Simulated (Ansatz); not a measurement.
The system is TiO2.

```
Ti O
1.0
     4.59984    0.00000    0.00000
     0.00000    4.59984    0.00000
     0.00000    0.00000    2.95921
Ti O
2 4
Direct
  0.00000 0.00000 0.50000
  0.50000 0.50000 0.00000
  0.30432 0.30432 0.50000
  0.19568 0.80432 0.00000
  0.80432 0.19568 0.00000
  0.69568 0.69568 0.50000
```

The cell is a database's computed one.

Base run:

| Quantity | Value |
| --- | --- |
| Program | Ansatz 0.2.0 |
| Functional | PBE |
| Potentials or basis | Ansatz PAW |
| Cutoff | 420 eV (not typed: the program's choice for these potentials) |
| k mesh | 6 × 6 × 9 |
| Occupations | fermi-dirac, width 0.05 eV |
| Spin | no spin polarisation |
| Hubbard terms | Ti d U = 6 eV |

Its results: band gap on the k mesh 2.56 eV, indirect (least direct gap 2.65 eV); pressure 10.0 GPa; largest force 0.012 eV/Å.

Problem. The run is repeated on the same cell with these changes: hubbard terms from Ti d U = 6 eV to Ti d U = 8 eV. What comes out?

Solution. Band gap on the k mesh 2.84 eV, indirect (least direct gap 2.99 eV); pressure 12.3 GPa; largest force 0.006 eV/Å.
